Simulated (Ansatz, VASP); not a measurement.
# BP (BP (F-43m)): VASP beside Ansatz

One calculation is typed for both programs; each brings its own data sets. How far apart do they land? The cell is taken from a series of runs on this material, whose earlier steps may have relaxed, scaled, displaced or heated it; both programs get it as it stands.

Method: plane waves, with VASP 6.6.1 beside it; relaxation of cell and atoms at PBEsol, in Ansatz 0.2.0.

## Step 1: The structure

Symmetry: F-43m, No. 216, cubic system. The conventional cell has a = 4.532 Å, b = 4.532 Å, c = 4.532 Å, α = 90.00°, β = 90.00°, γ = 90.00°. Nearest to B lie 4 P at 1.96 Å. P has 4 B at 1.96 Å nearest. Farther neighbours are not listed.

## Step 2: VASP: relaxation of cell and atoms, PBEsol

The relaxed volume is the usual yardstick between codes: in a stiff, nearly cubic crystal its relative difference is about their pressure difference at one cell divided by the bulk modulus.

Lines of VASP's logs that name or quote its potential files are left out, and so is its time.

INCAR

```
SYSTEM = BP
PREC = Accurate
ENCUT = 500
EDIFF = 1E-07
NELM = 120
ISMEAR = -1
SIGMA = 0.01
LREAL = .FALSE.
ALGO = Normal
GGA = PS
NBANDS = 10
LORBIT = 11
LWAVE = .FALSE.
LCHARG = .FALSE.
ISIF = 3
IBRION = 2
NSW = 80
EDIFFG = -0.005
LASPH = .TRUE.
GGA_COMPAT = .FALSE.
NELMIN = 4
EFERMI = MIDGAP
```

POSCAR

```
BP
1.0
    0.0000000000      2.2660720000      2.2660720000
    2.2660720000      0.0000000000      2.2660720000
    2.2660720000      2.2660720000      0.0000000000
B P
1 1
Direct
    0.0000000000      0.0000000000      0.0000000000
    0.7500002206      0.7500002206      0.7500002206
```

KPOINTS

```
Automatic mesh
0
Gamma
10 10 10
0 0 0
```

Potentials, in the order of the species: B and P (PBE family, release 64).

The run is started by

```console
$ mpirun -np 1 vasp_std
```

Numbers of over 12 decimals in the logs are rounded to 6 here.

The log of the run:

```text
[banner, memory and clock lines left out]
running    1 mpi-ranks, on    1 nodes
 distrk:  each k-point on    1 cores,    1 groups
 distr:  one band on    1 cores,    1 groups

 POSCAR found type information on POSCAR B P
 POSCAR found :  2 types and       2 ions
|                                                                             |
|               ----> ADVICE to this user running VASP <----                  |
|                                                                             |
|     You enforced a specific xc type in the INCAR file but a different       |
|     [... a line on the potential file left out ...]
|     I HOPE YOU KNOW WHAT YOU ARE DOING!                                     |
|                                                                             |

 LDA part: xc-table for (Slater+PW92), standard interpolation
 POSCAR, INCAR and KPOINTS ok, starting setup
 FFT: planning ... GRIDC
 FFT: planning ... GRID_SOFT
 FFT: planning ... GRID
 WAVECAR not read
 entering main loop
       N       E                     dE             d eps       ncg     rms          rms(c)
DAV:   1     0.895407057799E+01    0.89541E+01   -0.39066E+03   948   0.702E+02
DAV:   2    -0.138185600964E+02   -0.22773E+02   -0.21733E+02  1322   0.113E+02
DAV:   3    -0.143869470765E+02   -0.56839E+00   -0.56704E+00  1170   0.166E+01
DAV:   4    -0.143893121841E+02   -0.23651E-02   -0.23647E-02  1154   0.119E+00
DAV:   5    -0.143893233884E+02   -0.11204E-04   -0.11204E-04  1102   0.786E-02    0.706E+00
DAV:   6    -0.137820593058E+02    0.60726E+00   -0.13566E+00  1052   0.534E+00    0.379E+00
DAV:   7    -0.136820291149E+02    0.10003E+00   -0.24906E-01  1206   0.263E+00    0.121E+00
DAV:   8    -0.136725477723E+02    0.94813E-02   -0.27285E-02  1114   0.961E-01    0.181E-01
DAV:   9    -0.136726730990E+02   -0.12533E-03   -0.65999E-04  1076   0.189E-01    0.101E-01
DAV:  10    -0.136727341686E+02   -0.61070E-04   -0.12683E-04  1104   0.712E-02    0.231E-02
DAV:  11    -0.136727375546E+02   -0.33860E-05   -0.38137E-06  1252   0.135E-02    0.241E-02
DAV:  12    -0.136727379410E+02   -0.38646E-06   -0.17964E-06  1118   0.662E-03    0.633E-03
DAV:  13    -0.136727379329E+02    0.80809E-08   -0.41769E-08   578   0.156E-03
   1 F= -.13672738E+02 E0= -.13672738E+02  d E =-.136727E+02
 curvature:   0.00 expect dE= 0.000E+00 dE for cont linesearch  0.000E+00
 trial: gam= 0.00000 g(F)=  0.203E-40 g(S)=  0.226E-02 ort = 0.000E+00 (trialstep = 0.100E+01)
 search vector abs. value=  0.226E-02
 bond charge predicted
       N       E                     dE             d eps       ncg     rms          rms(c)
DAV:   1    -0.136745257789E+02   -0.17878E-02   -0.46517E-02  1052   0.140E+00    0.262E-01
DAV:   2    -0.136733532889E+02    0.11725E-02   -0.23881E-03  1050   0.261E-01    0.144E-01
DAV:   3    -0.136730377538E+02    0.31554E-03   -0.70040E-04  1056   0.127E-01    0.378E-02
DAV:   4    -0.136730186584E+02    0.19095E-04   -0.24867E-05  1136   0.310E-02    0.304E-02
DAV:   5    -0.136730161645E+02    0.24939E-05   -0.61363E-06  1112   0.149E-02    0.147E-02
DAV:   6    -0.136730165750E+02   -0.41046E-06   -0.18030E-07  1004   0.294E-03    0.146E-03
DAV:   7    -0.136730166185E+02   -0.43577E-07   -0.11863E-08   512   0.602E-04
   2 F= -.13673017E+02 E0= -.13673017E+02  d E =-.278686E-03
 trial-energy change:   -0.000279  1 .order   -0.000264   -0.002256    0.001728
 step:   0.5717(harm=  0.5663)  dis= 0.00000  next Energy=   -13.673385 (dE=-0.647E-03)
 bond charge predicted
       N       E                     dE             d eps       ncg     rms          rms(c)
DAV:   1    -0.136736674659E+02   -0.65089E-03   -0.85045E-03  1060   0.597E-01    0.112E-01
DAV:   2    -0.136734520991E+02    0.21537E-03   -0.44221E-04  1048   0.112E-01    0.614E-02
DAV:   3    -0.136733925148E+02    0.59584E-04   -0.12710E-04  1068   0.544E-02    0.156E-02
DAV:   4    -0.136733875204E+02    0.49944E-05   -0.47041E-06  1126   0.134E-02    0.126E-02
DAV:   5    -0.136733859807E+02    0.15398E-05   -0.10827E-06  1104   0.625E-03    0.622E-03
DAV:   6    -0.136733857625E+02    0.21816E-06   -0.31193E-08   500   0.123E-03    0.545E-04
DAV:   7    -0.136733857457E+02    0.16876E-07   -0.31939E-09   478   0.402E-04
   3 F= -.13673386E+02 E0= -.13673386E+02  d E =-.647813E-03
 curvature:  -0.28 expect dE=-0.869E-08 dE for cont linesearch -0.869E-08
 trial: gam= 0.00000 g(F)=  0.589E-40 g(S)=  0.307E-07 ort =-0.832E-05 (trialstep = 0.914E+00)
 search vector abs. value=  0.308E-07
 reached required accuracy - stopping structural energy minimisation
```

OUTCAR, selected parts (step 2):

```text
ion  position               nearest neighbor table
   1  0.000  0.000  0.000-   2 1.96   2 1.96   2 1.96   2 1.96
   2  0.750  0.750  0.750-   1 1.96   1 1.96   1 1.96   1 1.96

  LATTYP: Found a face centered cubic cell.
 ALAT       =     4.5321440000

 Subroutine GETGRP returns: Found 24 space group operations
 (whereof 24 operations were pure point group operations)

The static configuration has the point symmetry T_d .

 Found     47 irreducible k-points:

   k-points           NKPTS =     47   k-points in BZ     NKDIM =     47   number of bands    NBANDS=     10

   dimension x,y,z NGX =    24 NGY =   24 NGZ =   24
   dimension x,y,z NGXF=    48 NGYF=   48 NGZF=   48

   ENCUT  =  500.0 eV  36.75 Ry    6.06 a.u.   5.84  5.84  5.84*2*pi/ulx,y,z

   NELECT =       8.0000    total number of electrons

 k-points in reciprocal lattice and weights: Automatic mesh
   0.00000000  0.00000000  0.00000000       0.001
   0.10000000  0.00000000  0.00000000       0.008
   0.20000000  0.00000000  0.00000000       0.008
   0.30000000  0.00000000  0.00000000       0.008
   0.40000000  0.00000000  0.00000000       0.008
   0.50000000  0.00000000  0.00000000       0.004
   0.10000000  0.10000000  0.00000000       0.006
   0.20000000  0.10000000  0.00000000       0.024
   0.30000000  0.10000000  0.00000000       0.024
[...]
-0.30000000  0.40000000  0.20000000       0.024
  -0.30000000  0.50000000  0.20000000       0.012

 average (electrostatic) potential at core
       1 -24.7178       2 -81.0450

 E-fermi :   8.0965

 k-point     1 :       0.0000    0.0000    0.0000
  band No.  band energies     occupation
      1      -8.0601      2.00000
      2       7.5382      2.00000
      3       7.5382      2.00000
      4       7.5382      2.00000
      5      10.9117      0.00000
      6      10.9117      0.00000
      7      10.9117      0.00000
      8      15.0509      0.00000
      9      18.8579      0.00000
    ...

 k-point     2 :       0.1000    0.0000    0.0000
  band No.  band energies     occupation
      1      -7.8777      2.00000
      2       6.2160      2.00000
      3       7.2369      2.00000
      4       7.2369      2.00000
      5      11.3279      0.00000
      6      11.3279      0.00000
      7      11.3587      0.00000
      8      15.5575      0.00000
      9      18.9662      0.00000
    ...

 k-point     3 :       0.2000    0.0000    0.0000
  band No.  band energies     occupation
      1      -7.3371      2.00000
      2       3.8439      2.00000
      3       6.6691      2.00000
      4       6.6691      2.00000
      5      11.5707      0.00000
      6      12.0529      0.00000
      7      12.0529      0.00000
      8      16.6689      0.00000
      9      18.3404      0.00000
    ...

  Total        0.0006513      0.0006513      0.0006513     -0.0000000     -0.0000000      0.0000000
  in kB        0.0451688      0.0451688      0.0451688     -0.0000000     -0.0000000      0.0000000
  external PRESSURE =       0.0451688 kB  Pullay stress =       0.0000000 kB

  energy-cutoff  :      500.00
  volume of cell :       23.10
      direct lattice vectors                 reciprocal lattice vectors
     0.000000000  2.260555005  2.260555005    -0.221184620  0.221184620  0.221184620
     2.260555005 -0.000000000  2.260555005     0.221184620 -0.221184620  0.221184620
     2.260555005  2.260555005  0.000000000     0.221184620  0.221184620 -0.221184620

 POSITION                                       TOTAL-FORCE (eV/Angst)
 -----------------------------------------------------------------------------------
      0.00000      0.00000      0.00000        -0.000000     -0.000000     -0.000000
      3.39083      3.39083      3.39083         0.000000      0.000000      0.000000
 -----------------------------------------------------------------------------------
    total drift:                               -0.000191     -0.000191     -0.000191

  FREE ENERGIE OF THE ION-ELECTRON SYSTEM (eV)
  ---------------------------------------------------
  free  energy   TOTEN  =       -13.6733857457 eV

  energy  without entropy=      -13.6733857457  energy(sigma->0) =      -13.67338575

 reached required accuracy - stopping structural energy minimisation

 total charge
# of ion       s       p       d       tot
------------------------------------------
    1        0.666   1.282   0.000   1.948
    2        0.989   1.577   0.000   2.566
--------------------------------------------------
tot          1.655   2.859   0.000   4.514

[... 3 further parts left out ...]
```

CONTCAR:

```
BP
   1.00000000000000
     0.0000000000000000    2.2605550045127751    2.2605550045127751
     2.2605550045127751   -0.0000000000000000    2.2605550045127751
     2.2605550045127751    2.2605550045127751    0.0000000000000000
  B               P
     1     1
Direct
     0.0000000000000000    0.0000000000000000    0.0000000000000000
     0.7500002206000005    0.7500002206000005    0.7500002206000005
```

The run keeps the 24 symmetry operations of its start, so it cannot find a distortion of lower symmetry.

## Step 3: Ansatz: relaxation of cell and atoms, PBEsol

Ansatz runs on its PAW soft_1 files.

The same cell, functional, mesh and smearing now go to Ansatz.

input.yaml

```yaml
crystal:
  lattice:
    - [0.0, 2.2660724, 2.2660724]
    - [2.2660724, 0.0, 2.2660724]
    - [2.2660724, 2.2660724, 0.0]
  atoms:
    - { symbol: B, position: [0.0, 0.0, 0.0] }
    - { symbol: P, position: [0.75, 0.75, 0.75] }
basis:
  ecutwfc: 420
  xc_grid: 2
hamiltonian:
  xc: pbesol
  pseudopotentials: { kind: paw, azcp: { folder: soft_1 }, xc_functional: pbe }
kpoints:
  mp_grid: { grid: [10, 10, 10] }
scf:
  occupations: { method: fermi_dirac, width: 0.01 }
  max_iter: 150
output:
  forces: true
  stress: true
relax:
  f_tol: 0.01
  max_steps: 60
  cell: {}
checkpoint:
  write: "../pbesol.run"
  compress: false
  write_wavefunctions: false
  write_every: 100000
```

The run is started by

```console
$ ansatz run input.yaml --threads 4 --pin off --max-ram 15073MiB --backend cpu --events-out ev --progress --plain --runs-dir out
```

The log of the run:

```text
Engine: ansatz 0.2.0, aarch64-unknown-linux-gnu
Pseudopotentials: kind: paw
Pseudopotential: B, paw, valence charge 3, recommended cutoff 420 eV (normal), soft_1/B.paw.azcp
Pseudopotential: P, paw, valence charge 5, recommended cutoff 420 eV (normal), soft_1/P.paw.azcp
Functional definition: PBEsol
  exchange = pbesol_x
  correlation = pbesol_c
Crystal: 2 atoms, lattice volume = 23.273 Å³
Basis set: ecut = 420 eV, 459 PW (Γ), exchange–correlation on 48×48×48 points (8 copies of the dense FFT grid, shifted against one another)
Bands: 8, of which v1, the nominal top of the filled ones, is band 4 counted from 1 (3 counted from 0)
Symmetry: 24 space group operations
Space group: F-43m (ITA 216), of the structure as read, at distance tolerance 2.9e-5 Å
k-points: 47 of 1000 (time reversal used)
Non-local potential: B, projectors of the file, l = 0: 2, l = 1: 2, l = 2: 1
Non-local potential: P, projectors of the file, l = 0: 2, l = 1: 2, l = 2: 1
PAW form: soft (Blöchl's): semilocal exchange-correlation on the pseudo side does not see the compensation charge
PAW frozen core: B, regenerated for the run's functional, and the local potential with it (the file was generated under x = pbe(κ = 0.804, μ = 0.219515), c = pbe(β = 0.066725))
PAW frozen core: P, regenerated for the run's functional, and the local potential with it (the file was generated under x = pbe(κ = 0.804, μ = 0.219515), c = pbe(β = 0.066725))
PAW one-centre angular grid: B, 110 points (default); XC on 64 Gauss nodes
PAW one-centre angular grid: P, 110 points (default); XC on 64 Gauss nodes
Initial density: superposition of atomic densities (chi_scale 0.1, normalization cell, long waves kept (reshape's long-wave potential 0.00 eV rms))
Initial wavefunctions: pseudopotential atomic-orbital guess
Functional: x = pbesol(κ = 0.804, μ = 0.123457), c = pbesol(β = 0.046)
SCF iter   1: F=—  HF=-894.299762 eV  |F-HF|=—  |Δ(HF+E_count)|=         —  Δρ=8.98e-2  dr2=2.08e0  ethr=3.10e-3  ⟨swp⟩=6.3  Hψ=3562  notcnv=0
preconditioner: auto → none  [insulator: Δε(μ)=1.862 eV  Ē_g=12.942 eV  σ=0.010 eV  W_gap=1.00  n_scr=0 (ndim 8)  ℏωp=21.8 eV  f_vac=0.000  D(μ)=0.00/eV (n_scr^D=0)  ε∞_Penn≈3.8]
SCF iter   2: F=—  HF=-893.634634 eV  |F-HF|=—  |Δ(HF+E_count)|=   6.65e-1  Δρ=2.91e-2  dr2=1.44e-1  ethr=3.10e-3  ⟨swp⟩=2.9  Hψ=1145  notcnv=0
SCF iter   3: F=—  HF=-893.593280 eV  |F-HF|=—  |Δ(HF+E_count)|=   4.14e-2  Δρ=1.12e-2  dr2=1.81e-2  ethr=1.80e-3  ⟨swp⟩=3.0  Hψ=750  notcnv=0
SCF iter   4: F=—  HF=-893.588835 eV  |F-HF|=—  |Δ(HF+E_count)|=   4.44e-3  Δρ=1.36e-3  dr2=2.06e-4  ethr=2.26e-4  ⟨swp⟩=2.7  Hψ=674  notcnv=0
SCF iter   5: F=—  HF=-893.588836 eV  |F-HF|=—  |Δ(HF+E_count)|=   8.77e-7  Δρ=8.64e-5  dr2=8.07e-7  ethr=2.57e-6  ⟨swp⟩=2.7  Hψ=707  notcnv=0
SCF iter   6: F=—  HF=-893.588834 eV  |F-HF|=—  |Δ(HF+E_count)|=   1.98e-6  Δρ=6.26e-6  dr2=8.68e-9  ethr=1.25e-9  ⟨swp⟩=5.0  Hψ=1235  notcnv=0
SCF iter   7: F=-893.588834 eV  HF=-893.588834 eV  |F-HF|=1.32e-11  |Δ(HF+E_count)|=   2.39e-9  Δρ=4.21e-7  dr2=3.66e-11  ethr=1.09e-10  ⟨swp⟩=1.4  Hψ=1167  notcnv=0
SCF 1 converged in 7 iterations: F = -893.588834 eV  dr2 = 3.66e-11
  greatest PAW one-centre occupation: 0.763 electrons in one spin orbital (limit 2), on the P atom at site 1 (counted from 0), in its partial waves of l = 0
relax step   1: F+E_penalty+E_count = -893.58883390 eV  Δ(F+E_penalty+E_count) = +0.000e0 eV  max|allowed force component| = 3.053e-16 eV/Å  Δτ_max = 0.0000 Å  P = -1.326 GPa  Ω = 23.273 Å³  (7 SCF iters, dr2 threshold 1.00e-7 eV, accepted)
[...]
relax step   2: F+E_penalty+E_count = -893.58949263 eV  Δ(F+E_penalty+E_count) = -6.587e-4 eV  max|allowed force component| = 1.804e-16 eV/Å  Δτ_max = 0.0000 Å  P = -0.594 GPa  Ω = 23.171 Å³  energy of the carried Pulay correction = +4.625e-5 eV  (4 SCF iters, dr2 threshold 2.00e-7 eV, accepted)
[...]
relax step   3: F+E_penalty+E_count = -893.58968090 eV  Δ(F+E_penalty+E_count) = -1.883e-4 eV  max|allowed force component| = 6.014e-17 eV/Å  Δτ_max = 0.0000 Å  P = +0.006 GPa  Ω = 23.089 Å³  energy of the carried Pulay correction = +8.356e-5 eV  (4 SCF iters, dr2 threshold 2.00e-7 eV, accepted)
[...]
relax step   4: F+E_penalty+E_count = -893.58960819 eV  Δ(F+E_penalty+E_count) = +7.270e-5 eV  max|allowed force component| = 9.714e-17 eV/Å  Δτ_max = 0.0000 Å  P = +0.000 GPa  Ω = 23.089 Å³  stress off target by 2.09e-4 GPa  SCF on the basis re-selected at this cell (its energy is not comparable with the rows above)  (5 SCF iters)
basis re-selected at this cell: Δ(F+E_penalty+E_count) = +7.270e-5 eV, ΔP = -0.006 GPa vs the last step (what re-selecting the basis moved, of the pressure what is left beyond the Pulay correction that the steps carried, after the strain that the cell walked since its last selection, with what the two solves' SCF thresholds leave and, on support functions, any second-order correction that the steps lacked; it is no m [...]
SCF converged after 5 iterations
Free energy (F): -893.589608 eV
Harris-Foulkes:  -893.589608 eV  (|F-HF|=6.82e-13)
Internal energy: -893.589608 eV  (E = F + TS)
E sigma→0 (E₀):  -893.589608 eV
Fermi energy:    9.920844 eV
--- Per-component energies (eV) ---
  E_band       = 22.447377
  E_kinetic    = 120.902479
  E_local      = -60.367151  (includes V_loc(G=0)·N_el)
  E_nonlocal   = 40.050188
  E_hartree    = 16.688402
  E_xc         = -106.106955
  E_vxc        = -101.304415  (∫ρ·V_xc dr)
  E_paw        = -618.199246  (= ΣΔE_a)
  E_vpaw       = -10.210529  (= ΣTr[D̂ρ^β])
  E_aug_tail   = 0.000006  (compensation charges beyond the density's cutoff)
  E_ewald      = -286.618137
  E_core_change = 0.060807  (= ΣΔE_core)
  E_smearing   = -0.000000  (= −TS)
  E_closure    = 0.000000  (closes the sum)
  Σ components = -893.589608   (vs F -893.589608, Δ=0.00e0)
--- Forces (eV/Å), atoms counted from 1 ---
  atom   1  B      0.00000000     0.00000000     0.00000000
  atom   2  P      0.00000000     0.00000000     0.00000000
  max |Σ_I F_I| component: 2.50e-16 eV/Å
--- Stress (GPa, compression-positive) ---
        0.000209       0.000000       0.000000
        0.000000       0.000209       0.000000
        0.000000       0.000000       0.000209
  P = ⅓ Tr σ = 0.0002 GPa (0.002 kbar)
--- Relaxed structure (3 steps of the walk, 3 accepted, 1 SCFs on fresh bases) ---
  F+E_penalty+E_count = -893.58960819 eV   max|allowed force component| = 9.714e-17 eV/Å   (the final SCF, on the basis selected at the relaxed cell)
  cell:  # Å, volume = 23.0888 Å³
    - [0, 2.260081, 2.260081]
    - [2.260081, 0, 2.260081]
    - [2.260081, 2.260081, 0]
  atoms:
    - { symbol: B, position: [0, 0, 0] }
    - { symbol: P, position: [0.75, 0.75, 0.75] }
```

In the SCF lines HF is the Harris–Foulkes energy and dr2 the Hartree energy of the density residual, in eV; the loop may stop once dr2 is under the threshold and the program's other checks hold. Hψ counts applications of the Hamiltonian.

## Step 4: Differences

Known differences besides the potentials themselves: the cutoff is 420 eV in Ansatz and 500 eV in VASP; Ansatz makes its cores anew for this functional, VASP keeps those of its PBE data sets; Ansatz adds a Pulay correction to the stress that steers its cell, VASP none. Total energies have different zeros and are not compared.

The two programs side by side:

```
                                         quantity  Ansatz   VASP  difference
                                      volume (Å³)   23.09  23.10     -0.06 %
edge a after relaxation, in the typed setting (Å)   3.196  3.197     -0.02 %
```

## Step 5: What came out

```yaml
difference_in_volume_relaxation_of_cell_and_atoms_pbesol: -0.063 %
```

In words: The difference in volume is -0.063 % (relaxation of cell and atoms, PBEsol), within the 1.2 % picked in this series as the mark of a large difference, as far as the stopping tolerances let one tell. How closely two codes agree says nothing of how well the functional describes the real material.

[Lines on the potential files, build, host, timing and source positions are cut from VASP's logs without a mark.]

[Logs are printed without paths, hosts, clocks, repeated set-up lines and the standing remarks that a program may print on its own settings, such as how far it seeks lower states.]

[Hosts, paths, dates, database ids (printed as entryN), source tags and the programs' standing remarks are cut or masked in the printed files.]
